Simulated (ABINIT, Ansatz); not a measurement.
## NaF (Villiaumite): Raman and infrared activity

Which lines does NaF (Villiaumite) show in Raman and infrared spectra?

Calculated with ABINIT 10.8.3; DFT LDA, scalar-relativistic, plane waves, PseudoDojo norm-conserving pseudopotentials.

The database entry behind the starting cell differs from later determinations by our own check (0.1 to 0.3 % short, probably kX units), so it need not match the best structure at ambient conditions.

**1. Set-up**

The structure is cubic, space group Fm-3m (No. 225). The conventional cell has a = 4.502 Å, b = 4.502 Å, c = 4.502 Å, α = 90.00°, β = 90.00°, γ = 90.00°. Nearest to Na lie 6 F at 2.25 Å. F has 6 Na at 2.25 Å nearest. Farther neighbours and most contacts between anions are not listed.

Structure file:

```cif
data_structure
_symmetry_space_group_name_H-M 'P 1'
_symmetry_Int_Tables_number 1
_cell_length_a 3.1831
_cell_length_b 3.1831
_cell_length_c 3.1831
_cell_angle_alpha 60.000
_cell_angle_beta 60.000
_cell_angle_gamma 60.000
_cell_volume 22.80
loop_
_atom_site_label
_atom_site_type_symbol
_atom_site_fract_x
_atom_site_fract_y
_atom_site_fract_z
_atom_site_occupancy
Na1 Na 0.00000 0.00000 0.00000 1
F2 F 0.50000 0.50000 0.50000 1
```

**2. Relaxation**

The harmonic expansion needs vanishing forces, and a free crystal bears no stress, so cell and atoms are brought to rest. Stress is more sensitive to the basis than forces are: the last 3 Ha under the cutoff are smoothed with ecutsm, and the cutoff is raised above that of the later runs.

The starting cell comes from a relaxation made beforehand in Ansatz (LDA, PseudoDojo NC).

Input file relax.abi:

```
# relaxation
ionmov 2
optcell 2
dilatmx 1.08
ntime 40
tolmxf 1.0d-05
tolvrs 1.0d-14
prtwf 0
prtden 0
chksymtnons 0

# basis, mesh and filling
ecut 47.0
ecutsm 3.0
ngkpt 8 8 8
nshiftk 1
shiftk 0.0 0.0 0.0
istwfk *1
occopt 1
nband 8
nstep 100
diemac 9.0
prtebands 0
prtgsr 0

# cell and atoms
acell 6.015096291 6.015096291 6.015096291
rprim 
    0.0 0.7071067812 0.7071067812
    0.7071067812 0.0 0.7071067812
    0.7071067812 0.7071067812 0.0
ntypat 2
znucl 11 9
natom 2
typat 1 2
xred 
    0.0 0.0 0.0
    0.5 0.5 0.5
pp_dirpath "./pseudo"
pseudos "Na.upf, F.upf"
```

Launch:

```sh
$ OMP_NUM_THREADS=1 mpirun -n 4 abinit relax.abi > relax.log
```

Numbers of over 12 decimals in the logs are rounded to 6 here.

relax.abo, the main output file:

```text
[banners, grids, parts of the stress and lines that vanish by symmetry left out]
- input  file    -> relax.abi
- output file    -> relax.abo
- root for input  files -> relaxi
[...]
Symmetries : space group Fm -3 m (#225); Bravais cF (face-center cubic)
[...]
mpw =        2998          nfft =       91125          nkpt =          29
[...]
== DATASET  1 ==================================================================
[...]
cutoff_energies: {ecut:  47.0, pawecutdg:  -1.0, }
[...]
ETOT  1  -70.197972096357    -7.020E+01 4.932E-01 2.326E+02
 ETOT  2  -70.296046620644    -9.807E-02 8.498E-03 7.373E+01
 ETOT  3  -70.306241107981    -1.019E-02 3.935E-04 2.131E+01
 ETOT  4  -70.307830019409    -1.589E-03 4.759E-04 7.454E+00
 ETOT  5  -70.308609203537    -7.792E-04 7.002E-05 1.101E-01
[...]
At SCF step   13       vres2   =  2.06E-17 < tolvrs=  1.00E-14 =>converged.
[...]
sigma(1 1)= -4.16631547E-07  sigma(3 2)=  0.00000000E+00
  sigma(2 2)= -4.16631547E-07  sigma(3 1)=  0.00000000E+00
  sigma(3 3)= -4.16631547E-07  sigma(2 1)=  0.00000000E+00
[...]
convergence: {deltae:  1.847E-12, res2:  2.064E-17, residm:  1.143E-19, diffor: null, }
etotal    :  -7.03086223E+01
[...]
ETOT  1  -70.308622308609    -7.031E+01 1.327E-12 1.801E-04
[...]
At SCF step    8       vres2   =  6.55E-17 < tolvrs=  1.00E-14 =>converged.
[...]
sigma(1 1)= -3.38414141E-07  sigma(3 2)=  0.00000000E+00
  sigma(2 2)= -3.38414141E-07  sigma(3 1)=  0.00000000E+00
  sigma(3 3)= -3.38414141E-07  sigma(2 1)=  0.00000000E+00
[...]
convergence: {deltae:  2.586E-12, res2:  6.550E-17, residm:  2.411E-19, diffor: null, }
etotal    :  -7.03086223E+01
[...]
ETOT  1  -70.308621968134    -7.031E+01 2.819E-12 3.374E-03
[...]
ETOT  7  -70.308622332451     1.293E-12 3.475E-15 7.829E-13
 ETOT  8  -70.308622332450     4.547E-13 4.446E-18 1.203E-15
 At SCF step    8       vres2   =  1.20E-15 < tolvrs=  1.00E-14 =>converged.
[...]
sigma(1 1)= -1.13096921E-10  sigma(3 2)=  0.00000000E+00
  sigma(2 2)= -1.13096919E-10  sigma(3 1)=  0.00000000E+00
  sigma(3 3)= -1.13096919E-10  sigma(2 1)=  0.00000000E+00
[...]
convergence: {deltae:  4.547E-13, res2:  1.203E-15, residm:  4.446E-18, diffor: null, }
etotal    :  -7.03086223E+01
[...]
At Broyd/MD step   3, gradients are converged :
[...]
sigma(1 1)= -1.13096921E-10  sigma(3 2)=  0.00000000E+00
  sigma(2 2)= -1.13096919E-10  sigma(3 1)=  0.00000000E+00
  sigma(3 3)= -1.13096919E-10  sigma(2 1)=  0.00000000E+00
[...]
- sigma(1 1)= -3.32742629E-06  sigma(3 2)=  0.00000000E+00
- sigma(2 2)= -3.32742624E-06  sigma(3 1)=  0.00000000E+00
- sigma(3 3)= -3.32742624E-06  sigma(2 1)=  0.00000000E+00
[...]
fcart     -0.0000000000E+00 -0.0000000000E+00 -0.0000000000E+00
           strten     -1.1309692072E-10 -1.1309691898E-10 -1.1309691898E-10
================================================================================

[key lines of the parts left out:]
pressure_GPa:   3.3274E-06
Total energy (etotal) [Ha]= -7.03086223324503E+01
```

Wall time 29 s (4 MPI ranks of Intel Xeon at 2.70GHz, shared host); 1.9 min of CPU time.

Little changed from the start: no atom moved by 0.005 Å and no cell edge by 0.1 %.

This step gave:

| Property | Result |
| --- | --- |
| volume per atom | 11.40 Å³ |
| pressure | 3.33e-6 GPa |

**3. Self-consistent run for the response**

First-order wavefunctions inherit every error of the ground state, hence the very tight tolvrs. The mesh is shifted off Γ, since shifted meshes converge sums over the zone faster.

Input file gs.abi:

```
# ground state
tolvrs 1.0d-16
prtden 1
prtwf 1

# basis, mesh and filling
ecut 38.0
ngkpt 6 6 6
nshiftk 4
shiftk 
    0.5 0.5 0.5
    0.5 0.0 0.0
    0.0 0.5 0.0
    0.0 0.0 0.5
istwfk *1
occopt 1
nband 8
nstep 100
diemac 9.0
prtebands 0
prtgsr 0

# cell and atoms
acell 6.015496821 6.015496821 6.015496821
rprim 
    0.0 0.7071067812 0.7071067812
    0.7071067812 0.0 0.7071067812
    0.7071067812 0.7071067812 0.0
ntypat 2
znucl 11 9
natom 2
typat 1 2
xred 
    0.0 0.0 0.0
    0.5 0.5 0.5
pp_dirpath "./pseudo"
pseudos "Na.upf, F.upf"
```

Launch:

```sh
$ OMP_NUM_THREADS=1 mpirun -n 4 abinit gs.abi > gs.log
```

gs.abo, the main output file:

```text
[banners, grids, parts of the stress and lines that vanish by symmetry left out]
- input  file    -> gs.abi
- output file    -> gs.abo
- root for input  files -> gsi
[...]
Symmetries : space group Fm -3 m (#225); Bravais cF (face-center cubic)
[...]
mpw =        1744          nfft =       46656          nkpt =          28
[...]
== DATASET  1 ==================================================================
[...]
cutoff_energies: {ecut:  38.0, pawecutdg:  -1.0, }
[...]
ETOT  1  -70.195850076101    -7.020E+01 2.599E-01 1.303E+02
 ETOT  2  -70.292255226077    -9.641E-02 4.324E-05 5.006E+01
 ETOT  3  -70.305960191477    -1.370E-02 5.305E-04 1.098E+01
 ETOT  4  -70.307822855527    -1.863E-03 4.186E-04 2.550E+00
 ETOT  5  -70.308349252898    -5.264E-04 5.182E-05 3.155E-02
[...]
ETOT 12  -70.308356992136     1.606E-12 4.077E-18 1.077E-15
 ETOT 13  -70.308356992140    -3.865E-12 1.687E-20 4.280E-19
 At SCF step   13       vres2   =  4.28E-19 < tolvrs=  1.00E-16 =>converged.
[...]
sigma(1 1)=  3.32751748E-05  sigma(3 2)=  0.00000000E+00
  sigma(2 2)=  3.32751748E-05  sigma(3 1)=  0.00000000E+00
  sigma(3 3)=  3.32751748E-05  sigma(2 1)=  0.00000000E+00
[...]
convergence: {deltae: -3.865E-12, res2:  4.280E-19, residm:  1.687E-20, diffor: null, }
etotal    :  -7.03083570E+01
[...]
sigma(1 1)=  3.32751748E-05  sigma(3 2)=  0.00000000E+00
  sigma(2 2)=  3.32751748E-05  sigma(3 1)=  0.00000000E+00
  sigma(3 3)=  3.32751748E-05  sigma(2 1)=  0.00000000E+00
[...]
- sigma(1 1)=  9.78989443E-01  sigma(3 2)=  0.00000000E+00
- sigma(2 2)=  9.78989443E-01  sigma(3 1)=  0.00000000E+00
- sigma(3 3)=  9.78989443E-01  sigma(2 1)=  0.00000000E+00
[...]
fcart     -0.0000000000E+00 -0.0000000000E+00 -0.0000000000E+00
           strten      3.3275174842E-05  3.3275174842E-05  3.3275174842E-05
================================================================================

[key lines of the parts left out:]
pressure_GPa:  -9.7899E-01
```

Wall time 7.3 s (4 MPI ranks); 28 s of CPU time.

This step gave:

* pressure: -0.9790 GPa

The cell stands at -0.98 GPa: the relaxation ran with a smoothed and higher cutoff and on another k mesh.

**4. The gap at rest**

Empty bands on the ground state's density check that the gap assumed so far is there in this cell.

Input file gap.abi:

```
# empty bands on the ground state's density
iscf -2
getden_filepath "gso_DEN"
tolwfr 1.0d-12
nbdbuf 2
prtwf 0

# basis, mesh and filling
ecut 38.0
ngkpt 8 8 8
nshiftk 1
shiftk 0.0 0.0 0.0
istwfk *1
occopt 1
nband 12
nstep 100
diemac 9.0
prtebands 0
prtgsr 0

# cell and atoms
acell 6.015496821 6.015496821 6.015496821
rprim 
    0.0 0.7071067812 0.7071067812
    0.7071067812 0.0 0.7071067812
    0.7071067812 0.7071067812 0.0
ntypat 2
znucl 11 9
natom 2
typat 1 2
xred 
    0.0 0.0 0.0
    0.5 0.5 0.5
pp_dirpath "./pseudo"
pseudos "Na.upf, F.upf"
```

Launch:

```sh
$ OMP_NUM_THREADS=1 mpirun -n 4 abinit gap.abi > gap.log
```

gap.abo, the main output file:

```text
[banners, grids, parts of the stress and lines that vanish by symmetry left out]
- input  file    -> gap.abi
- output file    -> gap.abo
- root for input  files -> gapi
[...]
Symmetries : space group Fm -3 m (#225); Bravais cF (face-center cubic)
[...]
mpw =        1759          nfft =       46656          nkpt =          29
[...]
== DATASET  1 ==================================================================
[...]
cutoff_energies: {ecut:  38.0, pawecutdg:  -1.0, }
[...]
-outvars: echo values of variables after computation
            acell      6.0154968210E+00  6.0154968210E+00  6.0154968210E+00 Bohr
================================================================================
```

It took 7.2 s on 4 MPI ranks; 28 s of CPU time.

Read from the output:

| Property | Result |
| --- | --- |
| gap on the k-mesh | 6.480 eV |

In this cell the gap on the mesh is 6.5 eV, direct, so fixed occupations hold.

**5. Linear response at Γ**

The derivative of the wavefunctions by k comes first, since the response to a field is built on it; then the field and the displacements that symmetry doesn't supply are solved at q = 0. By the 2n+1 theorem the first-order wavefunctions also give third derivatives: Raman tensors and the non-linear susceptibility.

It reads the wavefunctions written in step 3.

Input file dfpt_gamma.abi:

```
ndtset 3

# common to the responses
getwfk_filepath "gso_WFK"
kptopt 2
nqpt 1
qpt 0.0 0.0 0.0
asr 0
chneut 0

# d/dk
rfelfd1 2
rfdir1 1 1 1
iscf1 -3
tolwfr1 1.0d-20

# displacements, field
rfphon2 1
rfatpol2 1 2
rfdir2 1 1 1
rfelfd2 3
getddk2 1
tolvrs2 1.0d-10
prepanl2 1
prtden2 1

# third order
optdriver3 5
getden_filepath3 "gso_DEN"
get1den3 2
get1wf3 2
getddk3 1
d3e_pert1_elfd3 1
d3e_pert1_phon3 1
d3e_pert1_atpol3 1 2
d3e_pert1_dir3 1 1 1
d3e_pert2_elfd3 1
d3e_pert2_dir3 1 1 1
d3e_pert3_elfd3 1
d3e_pert3_dir3 1 1 1
usepead3 1
tolvrs3 1.0d-10

# basis, mesh and filling
ecut 38.0
ngkpt 6 6 6
nshiftk 4
shiftk 
    0.5 0.5 0.5
    0.5 0.0 0.0
    0.0 0.5 0.0
    0.0 0.0 0.5
istwfk *1
occopt 1
nband 8
nstep 100
diemac 9.0
prtebands 0
prtgsr 0

# cell and atoms
acell 6.015496821 6.015496821 6.015496821
rprim 
    0.0 0.7071067812 0.7071067812
    0.7071067812 0.0 0.7071067812
    0.7071067812 0.7071067812 0.0
ntypat 2
znucl 11 9
natom 2
typat 1 2
xred 
    0.0 0.0 0.0
    0.5 0.5 0.5
pp_dirpath "./pseudo"
pseudos "Na.upf, F.upf"
```

Launch:

```sh
$ OMP_NUM_THREADS=1 mpirun -n 4 abinit dfpt_gamma.abi > dfpt_gamma.log
```

dfpt_gamma.abo, the main output file:

```text
[banners, grids, parts of the stress and lines that vanish by symmetry left out]
- input  file    -> dfpt_gamma.abi
- output file    -> dfpt_gamma.abo
- root for input  files -> dfpt_gammai
[...]
DATASET    1 : space group Fm -3 m (#225); Bravais cF (face-center cubic)
[...]
nfft =       46656          nkpt =         432
[...]
DATASET    2 : space group Fm -3 m (#225); Bravais cF (face-center cubic)
[...]
nfft =       46656          nkpt =         432
[...]
DATASET    3 : space group Fm -3 m (#225); Bravais cF (face-center cubic)
[...]
mpw =        1744          nfft =       46656          nkpt =         432
[...]
== DATASET  1 ==================================================================
[...]
cutoff_energies: {ecut:  38.0, pawecutdg:  -1.0, }
[...]
-  9.00000   7.00000  201202                  znucl, zion, pspdat
[...]
Perturbation : derivative vs k along direction   1
[...]
-ETOT  1  -29.711667201791     -2.971E+01 1.183E-01 0.000E+00
 ETOT  2  -29.748909859161     -3.724E-02 1.488E-03 0.000E+00
 ETOT  3  -29.749041814808     -1.320E-04 2.506E-05 0.000E+00
 ETOT  4  -29.749042967121     -1.152E-06 2.936E-07 0.000E+00
 ETOT  5  -29.749042980073     -1.295E-08 6.321E-09 0.000E+00
[...]
At SCF step   12   max residual=  1.00E-20 < tolwfr=  1.00E-20 =>converged.
[...]
Perturbation : derivative vs k along direction   2
[...]
-ETOT  1  -29.711667201423     -2.971E+01 1.183E-01 0.000E+00
[...]
At SCF step   12   max residual=  1.00E-20 < tolwfr=  1.00E-20 =>converged.
[...]
Perturbation : derivative vs k along direction   3
[...]
-ETOT  1  -29.711667201054     -2.971E+01 1.183E-01 0.000E+00
[...]
At SCF step   12   max residual=  1.00E-20 < tolwfr=  1.00E-20 =>converged.
[...]
1        1       0.4773800860    0.0000000000
     1        2       0.2386900430   -0.0000000000
     1        3       0.2386900430    0.0000000000
     2        1       0.2386900430   -0.0000000000
     2        2       0.4773800860    0.0000000000
     2        3       0.2386900430    0.0000000000
     3        1       0.2386900430    0.0000000000
     3        2       0.2386900430    0.0000000000
     3        3       0.4773800860    0.0000000000
[...]
== DATASET  2 ==================================================================
[...]
cutoff_energies: {ecut:  38.0, pawecutdg:  -1.0, }
[...]
Perturbation : displacement of atom   1   along direction   1
[...]
-ETOT  1   2.685600     -7.470E+03 8.337E+00 3.063E+01
[...]
At SCF step    8       vres2   =  4.80E-11 < tolvrs=  1.00E-10 =>converged.
[...]
Perturbation : displacement of atom   2   along direction   1
[...]
-ETOT  1   3.513592     -3.497E+03 6.273E+00 1.432E+03
[...]
At SCF step    9       vres2   =  1.98E-11 < tolvrs=  1.00E-10 =>converged.
[...]
Perturbation : homogeneous electric field along direction   1
[...]
-ETOT  1  -18.375998052049     -1.838E+01 4.374E-01 1.226E+03
[...]
At SCF step    9       vres2   =  1.74E-12 < tolvrs=  1.00E-10 =>converged.
[...]
Perturbation : homogeneous electric field along direction   2
[...]
-ETOT  1  -18.375998051726     -1.838E+01 4.374E-01 1.226E+03
[...]
At SCF step    9       vres2   =  1.74E-12 < tolvrs=  1.00E-10 =>converged.
[...]
Perturbation : homogeneous electric field along direction   3
[...]
-ETOT  1  -18.375998051402     -1.838E+01 4.374E-01 1.226E+03
[...]
ETOT  8  -18.673023559465     -5.578E-13 1.191E-14 1.553E-10
 ETOT  9  -18.673023559465      4.974E-14 3.015E-16 1.740E-12
 At SCF step    9       vres2   =  1.74E-12 < tolvrs=  1.00E-10 =>converged.
[...]
Dielectric tensor, in cartesian coordinates,
[...]
1    4   1    4         1.9315732508        -0.0000000000
   1    4   2    4        -0.0000000000        -0.0000000000
   1    4   3    4        -0.0000000000        -0.0000000000
   2    4   1    4        -0.0000000000        -0.0000000000
   2    4   2    4         1.9315732508        -0.0000000000
   2    4   3    4        -0.0000000000        -0.0000000000
   3    4   1    4         0.0000000000        -0.0000000000
   3    4   2    4        -0.0000000000        -0.0000000000
   3    4   3    4         1.9315732508        -0.0000000000
  Effective charges, in cartesian coordinates,
[...]
1    1   1    4         0.9989554394         0.0000000000
   2    1   1    4        -0.0000000000         0.0000000000
   3    1   1    4         0.0000000000         0.0000000000
   1    2   1    4        -0.9984749700         0.0000000000
   2    2   1    4         0.0000000000         0.0000000000
[...]
Effective charges, in cartesian coordinates,
[...]
2    4   1    2        -0.0000000000         0.0000000000
   3    4   1    2        -0.0000000000         0.0000000000
   1    4   2    2         0.0000000000         0.0000000000
   2    4   2    2        -0.9984749661         0.0000000000
   3    4   2    2         0.0000000000         0.0000000000
   1    4   3    2        -0.0000000000         0.0000000000
   2    4   3    2         0.0000000000         0.0000000000
   3    4   3    2        -0.9984749661         0.0000000000
  Phonon wavevector (reduced coordinates) :  0.00000  0.00000  0.00000
 Phonon energies in Hartree :
[...]
Phonon frequencies in cm-1    :
-  7.185029E+00  7.185029E+00  7.185029E+00  2.762821E+02  2.762821E+02
-  2.762821E+02
  Phonon at Gamma, with non-analyticity in the
[...]
Phonon energies in Hartree :
[...]
Phonon frequencies in cm-1    :
-  7.185029E+00  7.185029E+00  7.185174E+00  2.762821E+02  2.762821E+02
-  4.282770E+02
  Phonon at Gamma, with non-analyticity in the
[...]
Phonon energies in Hartree :
[...]
Phonon frequencies in cm-1    :
-  7.185029E+00  7.185029E+00  7.185174E+00  2.762821E+02  2.762821E+02
-  4.282770E+02
  Phonon at Gamma, with non-analyticity in the
[...]
Phonon energies in Hartree :
[...]
Phonon frequencies in cm-1    :
-  7.185029E+00  7.185029E+00  7.185174E+00  2.762821E+02  2.762821E+02
-  4.282770E+02
[...]
== DATASET  3 ==================================================================
[...]
cutoff_energies: {ecut:  38.0, pawecutdg:  -1.0, }
[...]
1          1       -0.000000000       -0.000000000       -0.000000000
[...]
1          2       -0.000000000       -0.000000000       -0.000000000
[...]
1          3       -0.000000000       -0.000000000       -0.000000000
[...]
2          1       -0.000000000       -0.000000000       -0.000000000
[...]
2          2       -0.000000000       -0.000000000       -0.000000000
[...]
2          3       -0.000000000       -0.000000000       -0.000000000
[...]
strten2     0.0000000000E+00  0.0000000000E+00  0.0000000000E+00
           strten3     0.0000000000E+00  0.0000000000E+00  0.0000000000E+00
================================================================================
```

It took 9 min on 4 MPI ranks; 36 min of CPU time.

Read from the output:

```
miss of the charge sum rule                                       : 4.80e-4 e
largest acoustic frequency at the zone centre before the sum rule : 7.19 cm⁻¹
highest optical zone-centre mode (no LO-TO term)                  : 276.3 cm⁻¹
lowest optical zone-centre mode                                   : 276.3 cm⁻¹
mean high-frequency dielectric constant                           : 1.932
largest Born charge in size (third of the trace)                  : 0.999 e
```

Born charge (rows field, columns displacement), before the sum rule (e), principal values of the symmetric part by kind of site:

| atom | atoms with these values | low | middle | high | mean |
| --- | --- | --- | --- | --- | --- |
| Na1 | 1 | 0.9990 | 0.9990 | 0.9990 | 0.9990 |
| F2 | 1 | -0.9985 | -0.9985 | -0.9985 | -0.9985 |

In full for F2:

```
-0.9985  0.0000  0.0000
 0.0000 -0.9985  0.0000
 0.0000  0.0000 -0.9985
```

High-frequency dielectric tensor:

```
1.93 0.00 0.00
0.00 1.93 0.00
0.00 0.00 1.93
```

The acoustic modes at Γ come out as far as 7.2 cm⁻¹ from zero, where they should vanish, a small numerical error; the Born charges miss their sum rule by 4.8e-4 e, which is good.

(Part 1 of 3 ends here.)

[Host names and launcher messages were left out of these logs when they were recorded.]

[Logs are printed without paths, hosts, clocks, repeated set-up lines and the standing remarks that a program may print on its own settings, such as how far it seeks lower states.]

[Hosts, paths, dates, database ids (printed as entryN), source tags and the programs' standing remarks are cut or masked in the printed files.]
